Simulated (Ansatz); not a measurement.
An input for Ansatz 0.2.0 (PbF2 (Pnma)):

```yaml
crystal:
  lattice:
    - [6.42689, 0.0, 0.0]
    - [0.0, 3.89098, 0.0]
    - [0.0, 0.0, 7.63574]
  atoms:
    - { symbol: Pb, position: [0.756, 0.75, 0.103] }
    - { symbol: Pb, position: [0.244, 0.25, 0.897] }
    - { symbol: Pb, position: [0.744, 0.25, 0.603] }
    - { symbol: Pb, position: [0.256, 0.75, 0.397] }
    - { symbol: F, position: [0.142, 0.75, 0.085] }
    - { symbol: F, position: [0.858, 0.25, 0.915] }
    - { symbol: F, position: [0.358, 0.25, 0.585] }
    - { symbol: F, position: [0.642, 0.75, 0.415] }
    - { symbol: F, position: [0.551, 0.75, 0.814] }
    - { symbol: F, position: [0.449, 0.25, 0.186] }
    - { symbol: F, position: [0.949, 0.25, 0.314] }
    - { symbol: F, position: [0.051, 0.75, 0.686] }
  host: atoms
kpoints:
  mp_grid: { grid: [2, 4, 2] }
  band_path:
    path:
      - [0.0, 0.0, 0.0]
      - [0.5, 0.0, 0.0]
      - [0.5, 0.5, 0.0]
      - [0.0, 0.5, 0.0]
      - [0.0, 0.0, 0.5]
      - [0.5, 0.0, 0.5]
      - [0.5, 0.5, 0.5]
      - [0.0, 0.5, 0.5]
    npoints: 1
hamiltonian:
  xc:
    exchange: pbe
    correlation: pbe
    exx: { coeff: inverse_dielectric }
scf:
  occupations: { method: fixed }
  n_extra_bands: 8
output:
  forces: true
  stress: true
  eigenvalues: true
```

The database entry behind the starting cell differs from later determinations by our own check (about 0.2 % short), so it need not match the best structure at ambient conditions.

```sh
ansatz run input.yaml --threads 3 --pin off --max-ram 64512MiB --backend cuda --events-out ev --progress --plain --runs-dir out --devices 1 --max-vram 24GiB  # rebuilt from the run's record
```

Q: How long will it take on 1 × NVIDIA H100 80GB HBM3 (shared by 3 runs) with 3 threads of AMD EPYC 7R13 (Zen 3), shared host, and how much memory?

It took 37 s; on shared hardware allow 18 s to 73 s. Peak host memory was 2.2 GiB. The sizes that set the cost: 3749 plane waves a state, 12 irreducible k points and 14 SCF cycles.

Exact exchange couples every pair of k points and filled bands, so it costs far more than a semilocal run.

[Paths, hosts, dates, memory and timing lines, banners, echoed tables and standing remarks are left out of the program output.]

[Logs are printed without paths, hosts, clocks, repeated set-up lines and the standing remarks that a program may print on its own settings, such as how far it seeks lower states.]

[Runs of the session that timed out or met a known fault of the program may be left out.]

[Cells called generated may have been cut or substituted from an entry of the Crystallography Open Database or the Materials Project.]

[Hosts, paths, dates, database ids (printed as entryN), source tags and the programs' standing remarks are cut or masked in the printed files.]
